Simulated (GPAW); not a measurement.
**Magnetic state of 1 ML Cr on Rh(111), fcc site, 3 substrate layers from several starts**

Does 1 ML Cr on Rh(111), fcc site, 3 substrate layers prefer parallel or opposed moments, or none?

Calculated with GPAW 26.7.0; PBE; plane waves with GPAW's PAW setups, scalar-relativistic.

Report form: the programs' logs are mostly left out.

## 1. Set-up

The cell holds 4 atoms: 3 Rh and 1 Cr. Its edges and angles: a = 2.684 Å, b = 2.684 Å, c = 20.498 Å, α = 90.0°, β = 90.0°, γ = 120.0°. pseudomorphic film on the substrate's lattice, hard-sphere layer spacings, unrelaxed, 14 A of vacuum. Vacuum lies along c.

## 2. Run 1 (ferro +)

The parallel start comes first: it fits the smallest cell, keeps the most symmetry and shows whether parallel moments form.

The input, order1.py:

```python
import json
import numpy as np
from ase import Atoms
from ase.parallel import paropen, parprint
from gpaw import GPAW

atoms = Atoms(['Rh', 'Rh', 'Rh', 'Cr'],
    cell=[[2.683965, 0.0, 0.0],
         [-1.341983, 2.324382, 0.0],
         [0.0, 0.0, 20.497978]],
    scaled_positions=[[0.0, 0.0, 0.341497],
         [0.666667, 0.333333, 0.448408],
         [0.333333, 0.666667, 0.555318],
         [0.0, 0.0, 0.658503]],
    pbc=True,
    magmoms=[0.0, 0.0, 0.0, 2.5])
atoms.calc = GPAW(mode={'name': 'pw', 'ecut': 500},
    xc='PBE',
    kpts={'size': (14, 14, 1), 'gamma': True},
    occupations={'name': 'fermi-dirac', 'width': 0.05},
    convergence={'density': 1e-05, 'energy': 1e-05},
    maxiter=250,
    symmetry={'tolerance': 1e-4},
    txt='order1.txt')
e = atoms.get_potential_energy(force_consistent=True)
res = {'free_energy': e, 'energy_sigma0': atoms.get_potential_energy(), 'fermi_energy': atoms.calc.get_fermi_level()}
res['moments'] = atoms.get_magnetic_moments().tolist()
res['total'] = atoms.get_magnetic_moment()
parprint('site moments (muB):', np.round(res['moments'], 3))
parprint(f"total moment: {res['total']:.3f} muB")
parprint(f'free energy: {e:.6f} eV')
atoms.calc.write('order1.gpw')
with paropen('results.json', 'w') as f:
    json.dump(res, f)
```

The run is started by

```bash
$ OMP_NUM_THREADS=1 mpirun -n 4 gpaw python order1.py > order1.log
```

Elapsed: 89 s, on 4 MPI ranks of Intel Xeon 6975P-C (Granite Rapids), shared host; peak memory 0.97 GiB.

Spin moment in the augmentation sphere by atom:

```tsv
atom	spin moment in the augmentation sphere (μB)
Rh1	0.0002
Rh2	0.0001
Rh3	0.0000
Cr4	-0.0001
```

Read from the output:

| Property | Result |
| --- | --- |
| final state | non-magnetic |

After 79 cycles the seed has died away: no moment is left.

## 3. Start 2: antiferro q=(0,1/2,0) +-

Reversing part of the moments tests the sign of the couplings between them.

This order needs a doubled cell of 8 atoms. Its mesh is chosen so that both cells sample the same points.

The input, order2.py:

```python
import json
import numpy as np
from ase import Atoms
from ase.parallel import paropen, parprint
from gpaw import GPAW

atoms = Atoms(['Rh', 'Rh', 'Rh', 'Rh', 'Rh', 'Rh', 'Cr', 'Cr'],
    cell=[[2.683965, 0.0, 0.0],
         [-2.683966, 4.648764, 0.0],
         [0.0, 0.0, 20.497978]],
    scaled_positions=[[0.0, 0.0, 0.341497],
         [0.0, 0.5, 0.341497],
         [0.666667, 0.1666665, 0.448408],
         [0.666667, 0.6666665, 0.448408],
         [0.333333, 0.3333335, 0.555318],
         [0.333333, 0.8333335, 0.555318],
         [0.0, 0.0, 0.658503],
         [0.0, 0.5, 0.658503]],
    pbc=True,
    magmoms=[0.0, 0.0, 0.0, 0.0, 0.0, 0.0, 2.5, -2.5])
atoms.calc = GPAW(mode={'name': 'pw', 'ecut': 500},
    xc='PBE',
    kpts={'size': (14, 7, 1), 'gamma': True},
    occupations={'name': 'fermi-dirac', 'width': 0.05},
    convergence={'density': 1e-05, 'energy': 1e-05},
    maxiter=250,
    symmetry={'tolerance': 1e-4},
    txt='order2.txt')
e = atoms.get_potential_energy(force_consistent=True)
res = {'free_energy': e, 'energy_sigma0': atoms.get_potential_energy(), 'fermi_energy': atoms.calc.get_fermi_level()}
res['moments'] = atoms.get_magnetic_moments().tolist()
res['total'] = atoms.get_magnetic_moment()
parprint('site moments (muB):', np.round(res['moments'], 3))
parprint(f"total moment: {res['total']:.3f} muB")
parprint(f'free energy: {e:.6f} eV')
atoms.calc.write('order2.gpw')
with paropen('results.json', 'w') as f:
    json.dump(res, f)
```

The run is started by

```bash
$ OMP_NUM_THREADS=1 mpirun -n 4 gpaw python order2.py > order2.log
```

Run time: 9.4 min. Hardware: 4 MPI ranks; peak memory 1.9 GiB.

Spin moment in the augmentation sphere by atom:

```tsv
atom	spin moment in the augmentation sphere (μB)
Rh1	0.03
Rh2	-0.03
Rh3	0.01
Rh4	-0.01
Rh5	0.03
Rh6	-0.03
Cr7	2.72
Cr8	-2.72
```

Read from the output:

```yaml
magnetization: 0 μB
final_state: antiferromagnetic
```

It lies 295 meV a seeded atom under the first start, and its largest moment is 2.72 μB against 1.7e-4 μB.

## 4. Run 3 (no spin polarisation)

This run holds no moments, which gives a state to set the others against.

The input, nospin.py:

```python
import json
import numpy as np
from ase import Atoms
from ase.parallel import paropen, parprint
from gpaw import GPAW

atoms = Atoms(['Rh', 'Rh', 'Rh', 'Cr'],
    cell=[[2.683965, 0.0, 0.0],
         [-1.341983, 2.324382, 0.0],
         [0.0, 0.0, 20.497978]],
    scaled_positions=[[0.0, 0.0, 0.341497],
         [0.666667, 0.333333, 0.448408],
         [0.333333, 0.666667, 0.555318],
         [0.0, 0.0, 0.658503]],
    pbc=True)
atoms.calc = GPAW(mode={'name': 'pw', 'ecut': 500},
    xc='PBE',
    kpts={'size': (14, 14, 1), 'gamma': True},
    occupations={'name': 'fermi-dirac', 'width': 0.05},
    convergence={'density': 1e-05, 'energy': 1e-05},
    maxiter=250,
    symmetry={'tolerance': 1e-4},
    txt='nospin.txt')
e = atoms.get_potential_energy(force_consistent=True)
res = {'free_energy': e, 'energy_sigma0': atoms.get_potential_energy(), 'fermi_energy': atoms.calc.get_fermi_level()}
parprint(f'free energy: {e:.6f} eV')
atoms.calc.write('nospin.gpw')
with paropen('results.json', 'w') as f:
    json.dump(res, f)
```

The run is started by

```bash
$ OMP_NUM_THREADS=1 mpirun -n 4 gpaw python nospin.py > nospin.log
```

The job ended after 16 s (4 MPI ranks; peak memory 0.85 GiB).

Read from the output:

```yaml
final_state: non-magnetic (no spin polarisation)
```

It ends in the same state without moments as the first start; the 3.1e-5 meV between them is numerical noise.

## 5. Ranking

These are free energies at a smearing of 0.05 eV, so its entropy term is in the differences. They are divided by the number of seeded atoms, so that cells of unlike size compare. Wavevectors q in the names are fractions of the reciprocal vectors of the first run's cell.

Orders:

```tsv
start	final state	typed order kept	energy over the lowest (meV a seeded atom)	largest site moment (μB)	net moment (μB a primitive cell)	mesh matched	CPU time (s)
ferro +	non-magnetic	no	295.1	1.68e-4	1.28e-4	yes	355.1
antiferro q=(0,1/2,0) +-	antiferromagnetic	yes	0	2.719	3.71e-4	yes	2244
no spin polarisation	non-magnetic	-	295.1	0	0	yes	64.1
```

## 6. Summary of results

| Item | Value |
| --- | --- |
| lowest state found | antiferromagnetic (typed antiferro q=(0,1/2,0) +-) |
| largest site moment | 2.72 μB |
| next state | non-magnetic, 295 meV a seeded atom higher |
| energy gained by spin polarisation | 295 meV a seeded atom |

In words: The lowest state found is antiferromagnetic, reached from the start antiferro q=(0,1/2,0) +-, with moments up to 2.72 μB. 1 start left the typed pattern (a sign turned or a seeded moment died), so such an energy belongs to the state reached, not the one typed. This is the lowest of 3 finished starts, no proof of the ground state.

[Logs and program files are shortened in this print: banners, set-up blocks, solver, clock and traceback lines can be left out without a mark of their own.]

[Logs are printed without paths, hosts, clocks, repeated set-up lines and the standing remarks that a program may print on its own settings, such as how far it seeks lower states.]

[Hosts, paths, dates, database ids (printed as entryN), source tags and the programs' standing remarks are cut or masked in the printed files.]

[Where a cell is said to come from a database of computed structures, the database is the Materials Project.]
